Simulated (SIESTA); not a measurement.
The system is TiO2 (Anatase).

```xyz
6
Lattice="-1.8921 1.8921 4.7573 1.8921 -1.8921 4.7573 1.8921 1.8921 -4.7573" Properties=species:S:1:pos:R:3 pbc="T T T"
Ti    0.0000    1.8921    2.3786
Ti    0.0000    0.0000    0.0000
O     0.0000    0.0000    7.5346
O     0.0000    1.8921    0.3987
O     0.0000    1.8921    4.3586
O     0.0000    0.0000    1.9800
```

Base run:

* Program: SIESTA 5.4.2
* Functional: PBE
* Potentials or basis: PseudoDojo 0.4 standard (PBE files)
* Basis: DZP (energy shift 0.003 Ry; two zetas on semicore shells)
* Grid cutoff: 800 Ry
* Energy shift: 0.003 Ry
* k mesh: 7 × 7 × 7
* Occupations: fermi-dirac, width 0.05 eV
* Spin: no spin polarisation

Its results: band gap on the k mesh 1.99 eV, indirect (least direct gap 2.32 eV); pressure 9.1 GPa; largest force 0.201 eV/Å.

Question: After a change of settings the same cell gave: band gap on the k mesh 2.08 eV, indirect (least direct gap 2.43 eV); pressure 7.0 GPa; largest force 0.133 eV/Å. Which change was it?
A. functional from PBE to BLYP; k mesh from 7 × 7 × 7 to 10 × 10 × 10
B. basis from DZP (energy shift 0.003 Ry; two zetas on semicore shells) to SZP (energy shift 0.002 Ry); energy shift from 0.003 Ry to 0.002 Ry
C. basis from DZP (energy shift 0.003 Ry; two zetas on semicore shells) to TZDP (energy shift 0.003 Ry; two zetas on semicore shells)
D. functional from PBE to PBEsol; potentials or basis from PseudoDojo 0.4 standard (PBE files) to PseudoDojo 0.4 standard (PBEsol files)

Answer: C.

Caveats: the basis of atomic orbitals isn't converged, which shifts pressures, moduli and gaps.

Not every run made on this cell is shown here.
